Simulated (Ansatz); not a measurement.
# V (P6_3/mmc) in Ansatz: notebook

Runs on V. Level: PBEsol. Tasks: single point, equation of state.

Program: Ansatz 0.2.0. These are calculated values, not measurements. Logs are shortened: lines on timing, memory, paths and dates and some standing lists are left out, and cuts for length are marked.

### Step 1. The structure

Symmetry: P6_3/mmc, No. 194, hexagonal system. Conventional cell: a = 2.604 Å, b = 2.604 Å, c = 4.723 Å, α = 90.00°, β = 90.00°, γ = 120.00°. Around V (site symmetry -6m2) lie 12 V at 2.60 to 2.80 Å.

This isn't the form of V at room conditions, which is bcc.

### Step 2. Single point, PBEsol, collinear spin, ferromagnetic start, 13.04 Å³/atom (volume scaled by 0.94)

The input, input.yaml:

```yaml
crystal:
  lattice:
    - [2.551130326, 0.0, 0.0]
    - [-1.275565163, 2.2093436706, 0.0]
    - [0.0, 0.0, 4.6269143324]
  atoms:
    - { symbol: V, position: [0.3333333333, 0.6666666667, 0.25], spin: 2.0 }
    - { symbol: V, position: [0.6666666667, 0.3333333333, 0.75], spin: 2.0 }
hamiltonian:
  xc: pbesol
  pseudopotentials: { kind: paw, source: jth, xc_functional: pbe }
magnetization:
  spin_polarized: true
kpoints:
  mp_grid: { grid: [12, 12, 6] }
scf:
  occupations: { method: fermi_dirac, width: 0.05 }
output:
  forces: true
  stress: true
  eigenvalues: true
```

Potentials or basis: JTH PAW.

Command:

```bash
> ansatz run input.yaml --threads 2 --pin off --max-ram 5632MiB --backend cpu --events-out ev --progress --plain --runs-dir out
```

What it wrote:

```text
Warning: the checks of this V dataset prove no rule for summing its radial tables, as where they were carried onto another mesh than they were made on, and Gregory's rule is taken, under which a leading mesh point left out moves its sums only by what lay on the interval it spanned. That does not make them correct, and they differ from Quantum ESPRESSO's on this file; a re-export a fraction of a mesh step off can move them. hamiltonian.pseudopotentials.radial_quadrature: simpson_from_first_knot sums it by `pw.x`'s rule; on a PAW file no value gives `pw.x`'s numbers. What more to know: hamiltonian.pseudopotentials.radial_quadrature, in the input reference
Warning: RAYON_NUM_THREADS=2 ignored (pool sized by the plan → 2); use --threads N
Engine: ansatz 0.2.0, aarch64-unknown-linux-gnu
Pseudopotentials: kind: paw
Pseudopotential: V, paw, valence charge 13, recommended cutoff 1410 eV (normal), V.paw.azcp
Functional definition: PBEsol
  exchange = pbesol_x
  correlation = pbesol_c
Crystal: 2 atoms, lattice volume = 26.079 Å³
Basis set: ecut = 1410 eV, 3155 PW (Γ), exchange–correlation on 64×64×120 points (8 copies of the dense FFT grid, shifted against one another)
Bands: 19, of which v1, the nominal top of the filled ones, is band 13 counted from 1 (12 counted from 0)
Symmetry: 24 space group operations
Space group: P63/mmc (ITA 194), of the structure as read, at distance tolerance 3.0e-5 Å
Magnetic group: BNS 194.263 (UNI 1493), of the structure as read, at distance tolerance 3.0e-5 Å
k-points: 76 of 864
Non-local potential: V, projectors of the file, l = 0: 2, l = 1: 2, l = 2: 2
PAW form: soft (Blöchl's): semilocal exchange-correlation on the pseudo side does not see the compensation charge
PAW frozen core: V, regenerated for the run's functional, and the local potential with it (the file was generated under x = pbe(κ = 0.804, μ = 0.2195149727645171), c = pbe(β = 0.06672455060314922))
PAW one-centre angular grid: V, 590 points (default); XC on 64 Gauss nodes
Initial density: superposition of atomic densities (chi_scale 0.1, normalization cell)
Starting moments: Σ|m| = 4 μB on 2 of 2 sites
Initial wavefunctions: pseudopotential atomic-orbital guess
Functional: x = pbesol(κ = 0.804, μ = 0.12345679012345678), c = pbesol(β = 0.046)
SCF iter   1: F=—  HF=-5770.814306 eV  |F-HF|=—  |Δ(HF+E_count)|=         —  Δρ=1.53e-1 (↑1.53e-1 ↓8.16e-2)  dr2=1.79e0  dr2_m=3.12e0  M=0.978 μB ∫|m|=0.979 μB  β_m=0.30  ethr=3.10e-3  ⟨swp⟩=5.8  Hψ=13966  notcnv=0
Mixer restart at iter 1: flushing history
preconditioner: auto → none  [metal: Δε(μ)=0.010 eV  Ē_g=4.829 eV  σ=0.050 eV  W_gap=0.05  n_scr=4 (ndim 8)  ℏωp=23.0 eV  f_vac=0.000  D(μ)=3.13/eV (n_scr^D=36)  sad-step TF]
SCF iter   2: F=—  HF=-5769.655763 eV  |F-HF|=—  |Δ(HF+E_count)|=    1.16e0  Δρ=1.05e-1 (↑1.05e-1 ↓6.76e-2)  dr2=5.65e-1  dr2_m=1.71e0  M=0.821 μB ∫|m|=0.822 μB  β_m=0.64  ethr=3.10e-3  ⟨swp⟩=2.6  Hψ=5543  notcnv=0  defer=67
SCF iter   3: F=—  HF=-5769.317206 eV  |F-HF|=—  |Δ(HF+E_count)|=   3.39e-1  Δρ=2.89e-2 (↑2.89e-2 ↓1.27e-2)  dr2=9.04e-2  dr2_m=9.54e-2  M=0.220 μB ∫|m|=0.220 μB  β_m=0.63  ethr=2.17e-3  ⟨swp⟩=2.1  Hψ=4024  notcnv=0  defer=67
SCF iter   4: F=—  HF=-5769.284652 eV  |F-HF|=—  |Δ(HF+E_count)|=   3.26e-2  Δρ=2.64e-3 (↑1.89e-3 ↓2.64e-3)  dr2=6.34e-4  dr2_m=1.05e-3  M=0.041 μB ∫|m|=0.042 μB  β_m=0.81  ethr=3.48e-4  ⟨swp⟩=3.1  Hψ=5989  notcnv=0  defer=48
SCF iter   5: F=—  HF=-5769.283840 eV  |F-HF|=—  |Δ(HF+E_count)|=   8.12e-4  Δρ=1.06e-3 (↑4.79e-4 ↓1.06e-3)  dr2=1.64e-4  dr2_m=1.06e-4  M=0.003 μB ∫|m|=0.004 μB  β_m=0.82  ethr=2.44e-6  ⟨swp⟩=2.0  Hψ=5855  notcnv=0  defer=45
SCF iter   6: F=—  HF=-5769.283921 eV  |F-HF|=—  |Δ(HF+E_count)|=   8.02e-5  Δρ=1.57e-4 (↑1.57e-4 ↓1.32e-4)  dr2=5.25e-6  dr2_m=3.36e-6  M=0.003 μB ∫|m|=0.003 μB  β_m=0.91  ethr=6.29e-7  ⟨swp⟩=2.8  Hψ=4975  notcnv=0  defer=45
SCF iter   7: F=—  HF=-5769.283930 eV  |F-HF|=—  |Δ(HF+E_count)|=   9.39e-6  Δρ=4.43e-5 (↑4.43e-5 ↓3.13e-5)  dr2=4.32e-7  dr2_m=2.29e-7  M=0.001 μB ∫|m|=0.001 μB  β_m=0.93  ethr=2.02e-8  ⟨swp⟩=2.3  Hψ=4788  notcnv=0  defer=45
SCF iter   8: F=—  HF=-5769.283931 eV  |F-HF|=—  |Δ(HF+E_count)|=   4.68e-7  Δρ=5.04e-6 (↑5.04e-6 ↓4.11e-6)  dr2=1.37e-8  dr2_m=1.31e-9  M=0.000 μB ∫|m|=0.000 μB  β_m=0.93  ethr=1.66e-9  ⟨swp⟩=2.5  Hψ=4926  notcnv=0  defer=45
SCF iter   9: F=—  HF=-5769.283931 eV  |F-HF|=—  |Δ(HF+E_count)|=   1.08e-8  Δρ=1.19e-6 (↑5.36e-7 ↓1.19e-6)  dr2=4.05e-10  dr2_m=9.48e-11  M=-0.000 μB ∫|m|=0.000 μB  β_m=0.96  ethr=5.28e-11  ⟨swp⟩=2.1  Hψ=3877  notcnv=0  defer=45
SCF iter  10: F=-5769.283931 eV  HF=-5769.283931 eV  |F-HF|=0.00e0  |Δ(HF+E_count)|=  2.76e-10  Δρ=9.03e-8 (↑9.03e-8 ↓6.19e-8)  dr2=1.99e-12  dr2_m=9.41e-13  M=-0.000 μB ∫|m|=0.000 μB  ethr=1.56e-12  ⟨swp⟩=2.3  Hψ=9616  notcnv=0
SCF 1 converged in 10 iterations: F = -5769.283931 eV  dr2 = 1.99e-12
the search or the solves at the SCF's close seem to have found levels that the self-consistency loop had missed (the run counts 1). By its estimate they hold under 1e-12 electrons; where the run keeps them, the occupations were computed again with them
WARN: the starting moments were not kept: the SCF closed with an absolute magnetisation of 9.3e-7 μB, where they sum to 4 μB in size (2 sites). That is at most 0.1 of that sum. Measured as dr2_m measures the in/out step, that magnetisation stands 1.1e-13 eV from none, at or under the dr2_threshold of 1.0e-7 eV: it is no larger than a step whose dr2_m would equal this threshold. The system may hold no moment; this SCF shows only that its start led to no more than that. To try another start: raise the starting moments (crystal.atoms[].spin, magnetization.per_species, magnetization.initial_magnetization, or on a non-collinear deck that types none of these the spinor_matrix: blocks that start its atoms; where the total moment is fixed, keep their sum and leave initial_magnetization as it is; typed ones take the place of any that the run laid by itself, positive ones on a crystal's lanthanoids without a Hubbard term where scf.initial_density.shell_occupations: [] is typed) or, if the notice of its spin-set hold's release reads "site moments contracting" or "site moments show no strong build", lengthen the hold (scf.mixing.spin_hold: { on: { confirm: 4 } }; for m-r²SCAN on two components see the key's manual first). Each may lead to a state that holds a moment. A second SCF, from the converged charge density, with the starting moments and any scf.initial_density.shell_occupations laid on it anew, would have followed, and was not run: the deck does not ask for one (magnetization.retry_lost_moments is false, the default). To let it run, set magnetization.retry_lost_moments: true and run the deck again, where that key's refused combinations let it; where memory then withholds it, that run's warning says so.
SCF converged after 10 iterations
Magnetization: -0.0000 μB (13.0000 up, 13.0000 down)
Absolute magnetization: 0.0000 μB (∫|ρ↑−ρ↓|, with the PAW one-centre terms)
Spin contamination: 0.0000 ħ² per cell (⟨S²⟩ above its minimum at these occupations)
Per-site moments (μB) at R_I (Å): [(-1.096359344779174e-7, 1.0523412594557389), (-1.0963593446251983e-7, 1.0523412594557389)]
Free energy (F): -5769.283931 eV
Harris-Foulkes:  -5769.283931 eV  (|F-HF|=0.00e0)
Internal energy: -5769.261523 eV  (E = F + TS)
E sigma→0 (E₀):  -5769.272727 eV
Entropy (-TS):   -0.022408 eV (-11.204 meV/atom)
Fermi energy:    17.791396 eV
--- Per-component energies (eV) ---
  E_band       = -261.235780
  E_kinetic    = 542.540765
  E_local      = -2155.087532  (includes V_loc(G=0)·N_el)
  E_nonlocal   = 434.428507
  E_hartree    = 736.896858
  E_xc         = -207.948159
  E_vxc        = -262.311927  (∫ρ·V_xc dr)
  E_paw        = -2139.323427  (= ΣΔE_a)
  E_vpaw       = -294.599242  (= ΣTr[D̂ρ^β])
  E_aug_tail   = -0.000007  (compensation charges beyond the density's cutoff)
  E_ewald      = -2981.067636
  E_core_change = 0.299108  (= ΣΔE_core)
  E_smearing   = -0.022408  (= −TS)
  E_closure    = 0.000000  (closes the sum)
  Σ components = -5769.283931   (vs F -5769.283931, Δ=0.00e0)
--- Forces (eV/Å), atoms counted from 1 ---
  atom   1  V      0.00000000    -0.00000000     0.00000000
  atom   2  V      0.00000000     0.00000000     0.00000000
  max |Σ_I F_I| component: 9.25e-18 eV/Å
--- Stress (GPa, compression-positive) ---
        4.963902       0.000000       0.000000
       -0.000000       4.963902       0.000000
        0.000000       0.000000       4.485953
  P = ⅓ Tr σ = 4.8046 GPa (48.046 kbar)
--- Band table (eV; the first three rows and the last of 152) ---
  k-point 0 ↑: bands = ["-45.9506", "-45.8097", "-20.2198", "-19.4317", "-19.2760", "-19.2760", "-19.2062", "-19.2062", "10.7662", "14.2004", "17.1454", "17.6624", "18.1227", "18.1227", "18.4675", "18.4675", "19.7497", "19.7497", "20.8986"]
  k-point 1 ↑: bands = ["-45.9413", "-45.8192", "-20.1688", "-19.4864", "-19.2713", "-19.2713", "-19.2109", "-19.2109", "11.0028", "14.0729", "17.0627", "17.3023", "18.1068", "18.1068", "18.4123", "18.4123", "19.8716", "19.8716", "20.8624"]
  k-point 2 ↑: bands = ["-45.9157", "-45.8453", "-20.0282", "-19.6343", "-19.2586", "-19.2586", "-19.2237", "-19.2237", "11.6702", "13.5515", "16.7890", "16.8626", "18.1023", "18.1023", "18.2850", "18.2850", "20.1628", "20.1628", "20.7317"]
  k-point 75 ↓: bands = ["-45.6447", "-45.6447", "-20.0563", "-20.0563", "-19.9632", "-19.9632", "-19.5433", "-19.5433", "16.0555", "16.0555", "16.0649", "16.0649", "17.2123", "17.2123", "18.7979", "18.7979", "20.9331", "20.9331", "26.4117"]
```

It took 15 s on 2 threads of Arm Neoverse V2, shared host; peak memory 0.62 GiB.

What came out:

| Item | Value |
| --- | --- |
| Free energy | -5769.2839 eV |
| Pressure | 4.8 GPa |
| Band gap on the k mesh | none (metal or under the smearing width) |
| Net moment | 0.00 μB per cell |
| Absolute moment | 0.00 μB per cell |

Caveat: the starting moments weren't kept.

### Step 3. Single point, PBEsol, collinear spin, ferromagnetic start, 13.32 Å³/atom (volume scaled by 0.96)

Edit input.yaml of step 2 so:

```diff
@@ -2,5 +2,5 @@
   lattice:
-    - [2.551130326, 0.0, 0.0]
-    - [-1.275565163, 2.2093436706, 0.0]
-    - [0.0, 0.0, 4.6269143324]
+    - [2.5690966245, 0.0, 0.0]
+    - [-1.2845483122, 2.2249029415, 0.0]
+    - [0.0, 0.0, 4.6594993097]
   atoms:
```

Potentials or basis: JTH PAW.

Command:

```bash
> ansatz run input.yaml --threads 2 --pin off --max-ram 5632MiB --backend cpu --events-out ev --progress --plain --runs-dir out
```

Run time: 15 s. Hardware: 2 threads of Arm Neoverse V2, shared host; peak memory 0.63 GiB.

It converged, with:

| Quantity | Value |
| --- | --- |
| Free energy | -5769.2933 eV |
| Pressure | 0.7 GPa |
| Band gap on the k mesh | none (metal or under the smearing width) |
| Net moment | 0.00 μB per cell |
| Absolute moment | 0.00 μB per cell |

Caveat: the starting moments weren't kept.

### Step 4. Single point, PBEsol, collinear spin, ferromagnetic start, 13.59 Å³/atom (volume scaled by 0.98)

Edit input.yaml of step 3 so:

```diff
@@ -2,5 +2,5 @@
   lattice:
-    - [2.5690966245, 0.0, 0.0]
-    - [-1.2845483122, 2.2249029415, 0.0]
-    - [0.0, 0.0, 4.6594993097]
+    - [2.5868150921, 0.0, 0.0]
+    - [-1.293407546, 2.2402475846, 0.0]
+    - [0.0, 0.0, 4.6916348032]
   atoms:
@@ -21 +21,5 @@
   eigenvalues: true
+  write_density: true
+  write_potential: true
+  elf: true
+  volumetric_format: npy
```

Command:

```bash
> ansatz run input.yaml --threads 2 --pin off --max-ram 5632MiB --backend cpu --events-out ev --progress --plain --runs-dir out
```

Wall time 17 s (2 threads of Arm Neoverse V2, shared host); peak memory 0.64 GiB.

Results (log left out):

```yaml
Free_energy: -5769.2889 eV
Pressure: -3.1 GPa
Band_gap_on_the_k_mesh: none (metal or under the smearing width)
Net_moment: 0.00 μB per cell
Absolute_moment: 0.00 μB per cell
```

Caveat: the starting moments weren't kept.

### Step 5. Single point, PBEsol, collinear spin, ferromagnetic start, 13.87 Å³/atom

Edit input.yaml of step 4 so:

```diff
@@ -2,5 +2,5 @@
   lattice:
-    - [2.5868150921, 0.0, 0.0]
-    - [-1.293407546, 2.2402475846, 0.0]
-    - [0.0, 0.0, 4.6916348032]
+    - [2.6042941027, 0.0, 0.0]
+    - [-1.3021470513, 2.2553848518, 0.0]
+    - [0.0, 0.0, 4.723336]
   atoms:
```

Command:

```bash
> ansatz run input.yaml --threads 2 --pin off --max-ram 5632MiB --backend cpu --events-out ev --progress --plain --runs-dir out
```

Wall time 17 s (2 threads of Arm Neoverse V2, shared host); peak memory 0.64 GiB.

The run converged. Its results:

| Quantity | Value |
| --- | --- |
| Free energy | -5769.2722 eV |
| Pressure | -6.5 GPa |
| Band gap on the k mesh | none (metal or under the smearing width) |
| Net moment | 0.00 μB per cell |
| Absolute moment | 0.00 μB per cell |

Caveat: the starting moments weren't kept.

### Step 6. Single point, PBEsol, collinear spin, ferromagnetic start, 14.15 Å³/atom (volume scaled by 1.02)

Edit input.yaml of step 5 so:

```diff
@@ -2,5 +2,5 @@
   lattice:
-    - [2.6042941027, 0.0, 0.0]
-    - [-1.3021470513, 2.2553848518, 0.0]
-    - [0.0, 0.0, 4.723336]
+    - [2.6215415862, 0.0, 0.0]
+    - [-1.310770793, 2.2703216106, 0.0]
+    - [0.0, 0.0, 4.7546172825]
   atoms:
@@ -21,5 +21 @@
   eigenvalues: true
-  write_density: true
-  write_potential: true
-  elf: true
-  volumetric_format: npy
```

Potentials or basis: JTH PAW.

Command:

```bash
> ansatz run input.yaml --threads 2 --pin off --max-ram 5632MiB --backend cpu --events-out ev --progress --plain --runs-dir out
```

Wall time 13 s (2 threads of Arm Neoverse V2, shared host); peak memory 0.65 GiB.

Results (log left out):

```
Free energy            : -5769.2444 eV
Pressure               : -9.5 GPa
Band gap on the k mesh : none (metal or under the smearing width)
Net moment             : 0.00 μB per cell
Absolute moment        : 0.00 μB per cell
```

Caveat: the starting moments weren't kept.

### Step 7. Single point, PBEsol, collinear spin, ferromagnetic start, 14.43 Å³/atom (volume scaled by 1.04)

Edit input.yaml of step 6 so:

```diff
@@ -2,5 +2,5 @@
   lattice:
-    - [2.6215415862, 0.0, 0.0]
-    - [-1.310770793, 2.2703216106, 0.0]
-    - [0.0, 0.0, 4.7546172825]
+    - [2.6385650605, 0.0, 0.0]
+    - [-1.3192825302, 2.2850643718, 0.0]
+    - [0.0, 0.0, 4.7854922858]
   atoms:
@@ -21 +21,5 @@
   eigenvalues: true
+  write_density: true
+  write_potential: true
+  elf: true
+  volumetric_format: npy
```

Command:

```bash
> ansatz run input.yaml --threads 2 --pin off --max-ram 5632MiB --backend cpu --events-out ev --progress --plain --runs-dir out
```

It took 16 s on 2 threads of Arm Neoverse V2, shared host; peak memory 0.67 GiB.

The run converged. Its results:

```yaml
Free_energy: -5769.2065 eV
Pressure: -12.3 GPa
Band_gap_on_the_k_mesh: none (metal or under the smearing width)
Net_moment: 0.00 μB per cell
Absolute_moment: 0.00 μB per cell
```

Caveat: the starting moments weren't kept.

### Step 8. Single point, PBEsol, collinear spin, ferromagnetic start, 14.70 Å³/atom (volume scaled by 1.06)

Edit input.yaml of step 7 so:

```diff
@@ -2,5 +2,5 @@
   lattice:
-    - [2.6385650605, 0.0, 0.0]
-    - [-1.3192825302, 2.2850643718, 0.0]
-    - [0.0, 0.0, 4.7854922858]
+    - [2.6553716605, 0.0, 0.0]
+    - [-1.3276858302, 2.2996193144, 0.0]
+    - [0.0, 0.0, 4.8159739502]
   atoms:
```

Command:

```bash
> ansatz run input.yaml --threads 2 --pin off --max-ram 5632MiB --backend cpu --events-out ev --progress --plain --runs-dir out
```

Run time: 18 s. Hardware: 2 threads of Arm Neoverse V2, shared host; peak memory 0.68 GiB.

Results (log left out):

```yaml
Free_energy: -5769.1595 eV
Pressure: -14.8 GPa
Band_gap_on_the_k_mesh: none (metal or under the smearing width)
Net_moment: 0.00 μB per cell
Absolute_moment: 0.00 μB per cell
```

Caveat: the starting moments weren't kept.

### Step 9. Equation of state, PBEsol, collinear spin, ferromagnetic start

Potentials or basis: JTH PAW.

No new run: the results of the series are fitted here.

Results:

```
Equilibrium volume                        : 13.36 Å³/atom
Bulk modulus at fixed shape and positions : 187 GPa
Pressure derivative of the bulk modulus   : 4.0
```

Energy against volume, from the lowest point:
```
volume (Å³/atom)  energy (meV/atom)
          13.039               4.66
          13.317               0.00
          13.594               2.17
          13.872              10.52
          14.149              24.43
          14.427              43.38
          14.704              66.88
```

Caveat: the cell was scaled at fixed shape and fractional positions, which overstates the stiffness of a crystal with free parameters, most of all of layers and chains.
